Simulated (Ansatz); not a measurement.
# ZnSe (Stilleite) (F-43m) in Ansatz: settings compared

The runs below take ZnSe (Stilleite) through single point, relaxation of cell and atoms, with PBE, RPBE, BLYP+D4.

All numbers are computed with Ansatz 0.2.0; they aren't measurements. Logs are shortened: lines on timing, memory, paths and dates and some standing lists are left out, and cuts for length are marked.

**Experimental background.**

“Alloy Disordering Effects on the Thermal Conductivity and Energy Gap Temperature Dependence of Cd1−xZnxSe Ternary Crystals Grown by the Bridgman Method”, 2023, pmc:10253836 reports, for a bulk crystal of ZnSe at 300 K: band gap 2.695 ± 0.003 eV (an exciton energy, a little under the gap).

How close the calculation comes is told below.

**1. Starting point**

Symmetry: F-43m, No. 216, cubic system. The conventional cell has a = 5.668 Å, b = 5.668 Å, c = 5.668 Å, α = 90.00°, β = 90.00°, γ = 90.00°. Around Se (site symmetry -43m) lie 4 Zn at 2.45 Å. Around Zn (site symmetry -43m) lie 4 Se at 2.45 Å.

**2. Single point, PBE**

input.yaml reads:

```yaml
crystal:
  lattice:
    - [0.0, 2.8338, 2.8338]
    - [2.8338, 0.0, 2.8338]
    - [2.8338, 2.8338, 0.0]
  atoms:
    - { symbol: Se, position: [0.75, 0.75, 0.75] }
    - { symbol: Zn, position: [0.0, 0.0, 0.0] }
kpoints:
  mp_grid: { grid: [8, 8, 8] }
scf:
  occupations: { method: gaussian, width: 0.023 }
hamiltonian:
  xc: pbe
  pseudopotentials: { kind: all_electron, lapw: { basis_error: 0.001 } }
output:
  forces: true
  stress: true
  eigenvalues: true
```

Potentials or basis: all-electron LAPW, scalar-relativistic.

Launch:

```bash
> ansatz run input.yaml --threads 1 --pin off --max-ram 3072MiB --backend cpu --events-out ev --progress --plain --runs-dir out
```

The program printed:

```text
Warning: RAYON_NUM_THREADS=1 ignored (pool sized by the plan → 1); use --threads N
LAPW: plane waves up to 9.032 Å⁻¹, error target 1.0e-3 eV per atom; small_component_spin mean_spin; Zn in spheres of 1.247 Å, 20 of its electrons in bands, Dirac shells []; Se in spheres of 1.207 Å, 24 of its electrons in bands, Dirac shells [] (how accurate: hamiltonian.pseudopotentials.lapw.basis_error, Limitations)
Engine: ansatz 0.2.0, aarch64-unknown-linux-gnu
Pseudopotentials: kind: all_electron
Pseudopotential: Se, LAPW, valence charge 24, lapw/all_electron/scalar/gaussian/Se, Koelling and Harmon's equation, gaussian nucleus
Pseudopotential: Zn, LAPW, valence charge 20, lapw/all_electron/scalar/gaussian/Zn, Koelling and Harmon's equation, gaussian nucleus
Functional definition: PBE
  parameter kappa = 0.804
  parameter beta = 0.06672455060314922
  exchange = pbe_x(kappa = kappa, mu = beta*pi^2/3)
  correlation = pbe_c(beta = beta)
Crystal: 2 atoms, lattice volume = 45.513 Å³
Basis set: ecut = 310.7773714624103 eV, 537 PW (Γ), exchange–correlation at level 2
Bands: 27, of which v1, the nominal top of the filled ones, is band 22 counted from 1 (21 counted from 0)
Symmetry: 24 space group operations
Space group: F-43m (ITA 216), of the structure as read, at distance tolerance 3.6e-5 Å
k-points: 29 of 512 (time reversal used)
Non-local potential: Se, projectors of the file, none
Non-local potential: Zn, projectors of the file, none
Initial density: superposition of atomic densities (chi_scale 0.1, normalization cell, long waves kept (reshape's long-wave potential 0.00 eV rms))
Initial wavefunctions: plane waves of lowest kinetic energy (no species holds an atomic orbital)
Functional: x = pbe(κ = 0.804, μ = 0.2195149727645171), c = pbe(β = 0.06672455060314922)
iter 1 solved again at ethr=1.62e-3 eV; its pass at ethr=1.00e-1 eV (dr2=7.13e-1 eV) is discarded
SCF iter   1: F=—  HF=-115000.392669 eV  |F-HF|=—  |Δ(HF+E_count)|=         —  Δρ=3.07e-2  dr2=7.14e-1  ethr=1.62e-3  ⟨swp⟩=2.0  Hψ=4933  notcnv=0
preconditioner: auto → none  [insulator: Δε(μ)=1.545 eV  Ē_g=12.185 eV  σ=0.023 eV  W_gap=1.00  n_scr=14 (ndim 8)  ℏωp=23.4 eV  f_vac=0.191  D(μ)=0.00/eV (n_scr^D=0)  ε∞_Penn≈4.7]
iter 2 solved again at ethr=7.18e-5 eV; its pass at ethr=1.62e-3 eV (dr2=3.16e-2 eV) is discarded
SCF iter   2: F=—  HF=-115000.177819 eV  |F-HF|=—  |Δ(HF+E_count)|=   2.15e-1  Δρ=9.43e-3  dr2=3.16e-2  ethr=7.18e-5  ⟨swp⟩=2.0  Hψ=4117  notcnv=0
SCF iter   3: F=—  HF=-115000.109519 eV  |F-HF|=—  |Δ(HF+E_count)|=   6.83e-2  Δρ=6.31e-3  dr2=1.52e-2  ethr=7.18e-5  ⟨swp⟩=3.0  Hψ=2547  notcnv=0
SCF iter   4: F=—  HF=-115000.102772 eV  |F-HF|=—  |Δ(HF+E_count)|=         —  Δρ=2.95e-3  dr2=3.46e-3  ethr=3.45e-5  ⟨swp⟩=2.0  Hψ=2372  notcnv=0
the basis was enlarged: its passes take 30.6 KiB over the memory plan, 1 of 1 planned eigensolver slots
SCF iter   5: F=—  HF=-115000.103006 eV  |F-HF|=—  |Δ(HF+E_count)|=   2.34e-4  Δρ=5.94e-4  dr2=1.08e-4  ethr=7.87e-6  ⟨swp⟩=2.0  Hψ=2244  notcnv=0
SCF iter   6: F=—  HF=-115000.103025 eV  |F-HF|=—  |Δ(HF+E_count)|=   1.86e-5  Δρ=8.86e-5  dr2=2.70e-6  ethr=2.45e-7  ⟨swp⟩=2.2  Hψ=2233  notcnv=0
SCF iter   7: F=-115000.103031 eV  HF=-115000.103031 eV  |F-HF|=5.28e-8  |Δ(HF+E_count)|=   6.26e-6  Δρ=1.16e-5  dr2=5.81e-8  ethr=6.14e-9  ⟨swp⟩=3.0  Hψ=2357  notcnv=0
SCF 1 converged in 7 iterations: F = -115000.103031 eV  dr2 = 5.81e-8
SCF converged after 7 iterations
Free energy (F): -115000.103031 eV
Harris-Foulkes:  -115000.103031 eV  (|F-HF|=5.28e-8)
Internal energy: -115000.103031 eV  (E = F + TS)
E sigma→0 (E₀):  -115000.103031 eV
Fermi energy:    8.688265 eV
--- Per-component energies (eV) ---
  E_band       = -2238.179021
  E_kinetic    = 117467.982487
  E_xc         = -4346.730512
  E_electrostatic = -228121.355007  (all electrons and nuclei)
  E_smearing   = -0.000000  (= −TS)
  E_closure    = 0.000000  (closes the sum)
  E_atoms      = -114994.086913  (free atoms, spherical and without spin; not in F)
  Σ components = -115000.103031   (vs F -115000.103031, Δ=0.00e0)
  Basis errors (estimates in eV, not in F): energy 4.4e-4 per atom: plane waves 4.0e-4 (2.4e-4 summed), levels above the bands 0.0e0, relativity 4.1e-8, radial functions 3.8e-5, core shells 4.4e-10; eigenvalues (radial functions only) 1.6e-6; not estimated: angular momenta, meshes, grids; target (lapw.basis_error) 1.0e-3; muffin-tin radii Zn 1.247 Å, Se 1.207 Å
--- Forces (eV/Å), atoms counted from 1 ---
  atom   1  Se    -0.00000000     0.00000000    -0.00000000
  atom   2  Zn     0.00000000    -0.00000000     0.00000000
  max |Σ_I F_I| component: 3.24e-17 eV/Å
--- Stress (GPa, compression-positive) ---
        2.124110      -0.000000       0.000000
       -0.000000       2.124110       0.000000
        0.000000       0.000000       2.124110
  P = ⅓ Tr σ = 2.1241 GPa (21.241 kbar)
--- Band table (eV; the first three rows and the last of 29) ---
  k-point 0: bands = ["-199.1286", "-138.5953", "-138.5953", "-138.5953", "-117.1573", "-71.3257", "-71.3257", "-71.3257", "-38.8128", "-38.8128", "-38.8128", "-38.8086", "-38.8086", "-5.2173", "1.5043", "1.5043", "1.5043", "1.8747", "1.8747", "8.0429", "8.0429", "8.0429", "9.3332", "13.8549", "13.8549", "13.8549", "17.9737"]
  k-point 1: bands = ["-199.1286", "-138.5953", "-138.5953", "-138.5953", "-117.1573", "-71.3257", "-71.3257", "-71.3257", "-38.8128", "-38.8128", "-38.8128", "-38.8086", "-38.8086", "-5.1167", "1.5113", "1.5202", "1.5202", "1.8733", "1.8733", "6.7274", "7.8912", "7.8912", "10.3185", "13.7945", "14.1085", "14.1085", "18.7370"]
  k-point 2: bands = ["-199.1286", "-138.5953", "-138.5953", "-138.5953", "-117.1573", "-71.3257", "-71.3257", "-71.3257", "-38.8128", "-38.8127", "-38.8127", "-38.8086", "-38.8086", "-4.8555", "1.5550", "1.5550", "1.5667", "1.8748", "1.8748", "5.0004", "7.5669", "7.5669", "10.7932", "14.4866", "14.4866", "14.6095", "18.4975"]
  k-point 28: bands = ["-199.1286", "-138.5953", "-138.5953", "-138.5953", "-117.1573", "-71.3257", "-71.3257", "-71.3257", "-38.8128", "-38.8127", "-38.8125", "-38.8086", "-38.8085", "-4.1561", "1.6216", "1.7118", "1.8419", "1.8451", "2.1749", "3.3625", "5.2841", "5.3839", "13.5255", "13.5984", "15.0147", "15.7564", "19.7574"]
```

Wall time 18 s (1 thread of Arm Neoverse V1, shared host); peak memory 0.29 GiB.

Results:

```yaml
Free_energy: -115000.1030 eV
Pressure: 2.1 GPa
Band_gap_on_the_k_mesh: 1.29 eV, direct
```

**3. Single point, PBE**

Changes to input.yaml since step 2:

```diff
@@ -11,3 +11,3 @@
 scf:
-  occupations: { method: gaussian, width: 0.023 }
+  occupations: { method: gaussian, width: 0.019 }
 hamiltonian:
```

Potentials or basis: all-electron LAPW, scalar-relativistic.

Launch:

```bash
> ansatz run input.yaml --threads 1 --pin off --max-ram 3072MiB --backend cpu --events-out ev --progress --plain --runs-dir out
```

The program printed:

```text
Warning: RAYON_NUM_THREADS=1 ignored (pool sized by the plan → 1); use --threads N
LAPW: plane waves up to 9.032 Å⁻¹, error target 1.0e-3 eV per atom; small_component_spin mean_spin; Zn in spheres of 1.247 Å, 20 of its electrons in bands, Dirac shells []; Se in spheres of 1.207 Å, 24 of its electrons in bands, Dirac shells [] (how accurate: hamiltonian.pseudopotentials.lapw.basis_error, Limitations)
Engine: ansatz 0.2.0, aarch64-unknown-linux-gnu
Pseudopotentials: kind: all_electron
Pseudopotential: Se, LAPW, valence charge 24, lapw/all_electron/scalar/gaussian/Se, Koelling and Harmon's equation, gaussian nucleus
Pseudopotential: Zn, LAPW, valence charge 20, lapw/all_electron/scalar/gaussian/Zn, Koelling and Harmon's equation, gaussian nucleus
Functional definition: PBE
  parameter kappa = 0.804
  parameter beta = 0.06672455060314922
  exchange = pbe_x(kappa = kappa, mu = beta*pi^2/3)
  correlation = pbe_c(beta = beta)
Crystal: 2 atoms, lattice volume = 45.513 Å³
Basis set: ecut = 310.7773714624103 eV, 537 PW (Γ), exchange–correlation at level 2
Bands: 27, of which v1, the nominal top of the filled ones, is band 22 counted from 1 (21 counted from 0)
Symmetry: 24 space group operations
Space group: F-43m (ITA 216), of the structure as read, at distance tolerance 3.6e-5 Å
k-points: 29 of 512 (time reversal used)
Non-local potential: Se, projectors of the file, none
Non-local potential: Zn, projectors of the file, none
Initial density: superposition of atomic densities (chi_scale 0.1, normalization cell, long waves kept (reshape's long-wave potential 0.00 eV rms))
Initial wavefunctions: plane waves of lowest kinetic energy (no species holds an atomic orbital)
Functional: x = pbe(κ = 0.804, μ = 0.2195149727645171), c = pbe(β = 0.06672455060314922)
iter 1 solved again at ethr=1.62e-3 eV; its pass at ethr=1.00e-1 eV (dr2=7.13e-1 eV) is discarded
SCF iter   1: F=—  HF=-115000.392669 eV  |F-HF|=—  |Δ(HF+E_count)|=         —  Δρ=3.07e-2  dr2=7.14e-1  ethr=1.62e-3  ⟨swp⟩=2.0  Hψ=4933  notcnv=0
preconditioner: auto → none  [insulator: Δε(μ)=1.545 eV  Ē_g=12.185 eV  σ=0.019 eV  W_gap=1.00  n_scr=14 (ndim 8)  ℏωp=23.4 eV  f_vac=0.191  D(μ)=0.00/eV (n_scr^D=0)  ε∞_Penn≈4.7]
iter 2 solved again at ethr=7.18e-5 eV; its pass at ethr=1.62e-3 eV (dr2=3.16e-2 eV) is discarded
SCF iter   2: F=—  HF=-115000.177819 eV  |F-HF|=—  |Δ(HF+E_count)|=   2.15e-1  Δρ=9.43e-3  dr2=3.16e-2  ethr=7.18e-5  ⟨swp⟩=2.0  Hψ=4119  notcnv=0
SCF iter   3: F=—  HF=-115000.109519 eV  |F-HF|=—  |Δ(HF+E_count)|=   6.83e-2  Δρ=6.31e-3  dr2=1.52e-2  ethr=7.18e-5  ⟨swp⟩=3.0  Hψ=2556  notcnv=0
SCF iter   4: F=—  HF=-115000.102772 eV  |F-HF|=—  |Δ(HF+E_count)|=         —  Δρ=2.95e-3  dr2=3.46e-3  ethr=3.45e-5  ⟨swp⟩=2.0  Hψ=2372  notcnv=0
the basis was enlarged: its passes take 30.6 KiB over the memory plan, 1 of 1 planned eigensolver slots
SCF iter   5: F=—  HF=-115000.103006 eV  |F-HF|=—  |Δ(HF+E_count)|=   2.34e-4  Δρ=5.94e-4  dr2=1.08e-4  ethr=7.87e-6  ⟨swp⟩=2.0  Hψ=2300  notcnv=0
SCF iter   6: F=—  HF=-115000.103025 eV  |F-HF|=—  |Δ(HF+E_count)|=   1.86e-5  Δρ=8.87e-5  dr2=2.70e-6  ethr=2.45e-7  ⟨swp⟩=2.2  Hψ=2235  notcnv=0
SCF iter   7: F=-115000.103031 eV  HF=-115000.103031 eV  |F-HF|=5.21e-8  |Δ(HF+E_count)|=   6.26e-6  Δρ=1.16e-5  dr2=5.81e-8  ethr=6.14e-9  ⟨swp⟩=3.0  Hψ=2357  notcnv=0
SCF 1 converged in 7 iterations: F = -115000.103031 eV  dr2 = 5.81e-8
SCF converged after 7 iterations
Free energy (F): -115000.103031 eV
Harris-Foulkes:  -115000.103031 eV  (|F-HF|=5.21e-8)
Internal energy: -115000.103031 eV  (E = F + TS)
E sigma→0 (E₀):  -115000.103031 eV
Fermi energy:    8.688194 eV
--- Per-component energies (eV) ---
  E_band       = -2238.179054
  E_kinetic    = 117467.982651
  E_xc         = -4346.730524
  E_electrostatic = -228121.355159  (all electrons and nuclei)
  E_smearing   = -0.000000  (= −TS)
  E_closure    = 0.000000  (closes the sum)
  E_atoms      = -114994.086913  (free atoms, spherical and without spin; not in F)
  Σ components = -115000.103031   (vs F -115000.103031, Δ=0.00e0)
  Basis errors (estimates in eV, not in F): energy 4.4e-4 per atom: plane waves 4.0e-4 (2.4e-4 summed), levels above the bands 0.0e0, relativity 4.1e-8, radial functions 3.8e-5, core shells 4.4e-10; eigenvalues (radial functions only) 1.6e-6; not estimated: angular momenta, meshes, grids; target (lapw.basis_error) 1.0e-3; muffin-tin radii Zn 1.247 Å, Se 1.207 Å
--- Forces (eV/Å), atoms counted from 1 ---
  atom   1  Se    -0.00000000    -0.00000000    -0.00000000
  atom   2  Zn     0.00000000    -0.00000000    -0.00000000
  max |Σ_I F_I| component: 3.70e-17 eV/Å
--- Stress (GPa, compression-positive) ---
        2.124112       0.000000      -0.000000
        0.000000       2.124112       0.000000
       -0.000000       0.000000       2.124112
  P = ⅓ Tr σ = 2.1241 GPa (21.241 kbar)
--- Band table (eV; the first three rows and the last of 29) ---
  k-point 0: bands = ["-199.1286", "-138.5953", "-138.5953", "-138.5953", "-117.1573", "-71.3257", "-71.3257", "-71.3257", "-38.8128", "-38.8128", "-38.8128", "-38.8086", "-38.8086", "-5.2173", "1.5043", "1.5043", "1.5043", "1.8747", "1.8747", "8.0429", "8.0429", "8.0429", "9.3332", "13.8549", "13.8549", "13.8549", "17.9737"]
  k-point 1: bands = ["-199.1286", "-138.5953", "-138.5953", "-138.5953", "-117.1573", "-71.3257", "-71.3257", "-71.3257", "-38.8128", "-38.8128", "-38.8128", "-38.8086", "-38.8086", "-5.1167", "1.5113", "1.5202", "1.5202", "1.8733", "1.8733", "6.7274", "7.8912", "7.8912", "10.3185", "13.7945", "14.1085", "14.1085", "18.7370"]
  k-point 2: bands = ["-199.1286", "-138.5953", "-138.5953", "-138.5953", "-117.1573", "-71.3257", "-71.3257", "-71.3257", "-38.8128", "-38.8127", "-38.8127", "-38.8086", "-38.8086", "-4.8555", "1.5550", "1.5550", "1.5667", "1.8748", "1.8748", "5.0004", "7.5669", "7.5669", "10.7932", "14.4866", "14.4866", "14.6095", "18.4975"]
  k-point 28: bands = ["-199.1286", "-138.5953", "-138.5953", "-138.5953", "-117.1573", "-71.3257", "-71.3257", "-71.3257", "-38.8128", "-38.8127", "-38.8125", "-38.8086", "-38.8085", "-4.1561", "1.6216", "1.7118", "1.8419", "1.8451", "2.1749", "3.3625", "5.2841", "5.3839", "13.5255", "13.5984", "15.0147", "15.7564", "19.7574"]
```

Run time: 18 s. Hardware: 1 thread of Arm Neoverse V1, shared host; peak memory 0.29 GiB.

Results:

- Free energy: -115000.1030 eV
- Pressure: 2.1 GPa
- Band gap on the k mesh: 1.29 eV, direct

Levels at points of the mesh, in eV from the valence-band top:
```tsv
k point	band 20	band 21	band 22	band 23	band 24	band 25
(0.00, 0.00, 0.00)	0.00	0.00	0.00	1.29	5.81	5.81
(0.00, 0.00, -0.50)	-5.22	-0.87	-0.87	2.55	6.39	6.39
(0.00, -0.50, -0.50)	-4.75	-2.18	-2.18	2.99	3.47	10.73
```

**4. Relaxation of cell and atoms, RPBE**

Changes to input.yaml since step 3:

```diff
@@ -11,5 +11,5 @@
 scf:
-  occupations: { method: gaussian, width: 0.019 }
+  occupations: { method: fermi_dirac, width: 0.05 }
 hamiltonian:
-  xc: pbe
+  xc: rpbe
   pseudopotentials: { kind: all_electron, lapw: { basis_error: 0.001 } }
@@ -18,2 +18,5 @@
   stress: true
-  eigenvalues: true
+relax:
+  f_tol: 0.02
+  max_steps: 60
+  cell: {}
```

Launch:

```bash
> ansatz run input.yaml --threads 1 --pin off --max-ram 3072MiB --backend cpu --events-out ev --progress --plain --runs-dir out
```

Wall time 56 s (1 thread of Arm Neoverse V1, shared host); peak memory 0.3 GiB.

The run converged. Its results:

```
Free energy                            : -115011.6152 eV
Relaxed volume                         : 24.49 Å³/atom
Relaxed cell                           : a = 4.107 Å, b = 4.107 Å, c = 4.107 Å, α = 60.00°, β = 60.00°, γ = 60.00°
Space group after relaxing (to 0.05 Å) : F-43m (No. 216)
Energy gained by relaxing              : 22.2 meV/atom
Ionic steps                            : 5
Pressure after relaxing                : 0.0 GPa
Band gap on the k mesh                 : 1.17 eV
```

Step by step:
```csv
step,energy change (eV),largest force (eV/Å),volume (Å³)
1,0.0000,0.0000,45.51
2,-0.0407,0.0000,47.94
3,-0.0443,0.0000,48.87
4,-0.0443,0.0000,48.99
5,-0.0443,0.0000,48.99
```

Final structure:
```yaml
crystal:
  lattice:
    - [0.00000, 2.90417, 2.90417]
    - [2.90417, 0.00000, 2.90417]
    - [2.90417, 2.90417, 0.00000]
  atoms:
    - { symbol: Se, position: [0.75000, 0.75000, 0.75000] }
    - { symbol: Zn, position: [0.00000, 0.00000, 0.00000] }
```

A k mesh can miss the band edges. Zero-point motion and thermal expansion aren't in these numbers.

**5. Relaxation of cell and atoms, BLYP+D4**

Changes to input.yaml since step 4:

```diff
@@ -13,3 +13,4 @@
 hamiltonian:
-  xc: rpbe
+  xc: blyp
+  dispersion: d4
   pseudopotentials: { kind: all_electron, lapw: { basis_error: 0.001 } }
@@ -19,3 +20,3 @@
 relax:
-  f_tol: 0.02
+  f_tol: 0.01
   max_steps: 60
```

Launch:

```bash
> ansatz run input.yaml --threads 1 --pin off --max-ram 3072MiB --backend cpu --events-out ev --progress --plain --runs-dir out
```

Run time: 46 s. Hardware: 1 thread of Arm Neoverse V1, shared host; peak memory 0.3 GiB.

The run converged. Its results:

| Item | Value |
| --- | --- |
| Free energy | -115021.9396 eV |
| Relaxed volume | 23.01 Å³/atom |
| Relaxed cell | a = 4.022 Å, b = 4.022 Å, c = 4.022 Å, α = 60.00°, β = 60.00°, γ = 60.00° |
| Space group after relaxing (to 0.05 Å) | F-43m (No. 216) |
| Energy gained by relaxing | 0.5 meV/atom |
| Ionic steps | 4 |
| Pressure after relaxing | 0.0 GPa |
| Band gap on the k mesh | 1.19 eV |

The path:
```tsv
step	energy change (eV)	largest force (eV/Å)	volume (Å³)
1	0.0000	0.0000	45.51
2	-0.0010	0.0000	45.89
3	-0.0010	0.0000	46.01
4	-0.0010	0.0000	46.01
```

Final structure:
```
Se Zn
1.0
     0.00000    2.84408    2.84408
     2.84408    0.00000    2.84408
     2.84408    2.84408    0.00000
Se Zn
1 1
Direct
  0.75000 0.75000 0.75000
  0.00000 0.00000 0.00000
```

A k mesh can miss the band edges. Zero-point motion and thermal expansion aren't in these numbers.

**6. The runs side by side**

```tsv
task	level	cell	cutoff (eV)	smearing	gap on the mesh (eV)	pressure (GPa)	relaxed volume (Å³/atom)
single point	PBE	as given	311	gaussian 0.023 eV	1.29	2.1	-
single point	PBE	as given	311	gaussian 0.019 eV	1.29	2.1	-
relaxation of cell and atoms	RPBE	relaxed	-	fermi-dirac 0.05 eV	1.17	0.0	24.49
relaxation of cell and atoms	BLYP+D4	relaxed	-	fermi-dirac 0.05 eV	1.19	0.0	23.01
```

Alike in all rows: potentials or basis all-electron LAPW, scalar-relativistic; no spin polarisation; k mesh 8 × 8 × 8; basis error allowed 0.001 eV/atom.

Compare energies only between runs with the same functional and basis.

**7. Against experiment**

Step 2. A measured gap of ZnSe is 2.695 eV (an exciton energy, a little under the gap; 300 K; “Alloy Disordering Effects on the Thermal Conductivity and Energy Gap Temperature Dependence of Cd1−xZnxSe Ternary Crystals Grown by the Bridgman Method”, 2023, pmc:10253836); the calculated 1.29 eV misses it by -1.40 eV. So large a miss can be the level of theory's own, or it may mean another phase, state or a wrong row. Spin-orbit coupling on Se is left out. The value is that of PBE, without temperature or zero-point motion. Semilocal functionals fall short of measured gaps as a rule.

Step 3. Against the measured gap of ZnSe, 2.695 eV (an exciton energy, a little under the gap; 300 K; “Alloy Disordering Effects on the Thermal Conductivity and Energy Gap Temperature Dependence of Cd1−xZnxSe Ternary Crystals Grown by the Bridgman Method”, 2023, pmc:10253836), the calculated 1.29 eV is off by -1.40 eV. So large a miss can be the level of theory's own, or it may mean another phase, state or a wrong row. Spin-orbit coupling on Se is left out. The value is that of PBE, without temperature or zero-point motion. Semilocal functionals fall short of measured gaps as a rule.
